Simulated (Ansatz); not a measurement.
ZnSe: computed properties

These are results of Ansatz, DFT PBE, scalar-relativistic, plane waves, PAW, not measurements.

Cutoff 420 eV; k points 8×8×8 on the computed 2-atom cell (Γ-centred); Gaussian smearing, width 0.02 eV; no spin polarisation.

The structure is relaxed at this level of theory with its symmetry kept, and needn't be the ground state of this composition.

```cif
data_structure
_symmetry_space_group_name_H-M 'F-43m'
_symmetry_Int_Tables_number 216
_cell_length_a 5.7318
_cell_length_b 5.7318
_cell_length_c 5.7318
_cell_angle_alpha 90.000
_cell_angle_beta 90.000
_cell_angle_gamma 90.000
_cell_volume 188.31
loop_
_atom_site_label
_atom_site_type_symbol
_atom_site_symmetry_multiplicity
_atom_site_Wyckoff_symbol
_atom_site_fract_x
_atom_site_fract_y
_atom_site_fract_z
_atom_site_occupancy
Zn1 Zn 4 a 0.00000 0.00000 0.00000 1
Se1 Se 4 d 0.25000 0.25000 0.75000 1
```

```json
{"Space group": "F-43m (No. 216)", "Volume per atom": "23.54 Å³", "Formation energy from the elements' standard states (uncorrected)": "-0.713 eV/atom", "Kohn–Sham band gap": "1.15 eV", "Orbital (Löwdin) character of the top 1 eV of the valence band": "Se 4p 90 %", "Orbital (Löwdin) character of the lowest 1 eV of the conduction band": "Zn 4s 56 %, Se 4p 21 %, Se 4s 20 %", "Bulk modulus": "57 GPa", "Its pressure derivative": "4.5", "Bader charge by site (e)": "Zn (1 in the cell) 0.75, Se (1 in the cell) -0.75"}
```

It was relaxed from a cell as deposited in COD. Kohn–Sham gaps at this level usually fall short of measured ones. Löwdin shares on free-atom orbitals overweight diffuse shells in the empty bands.
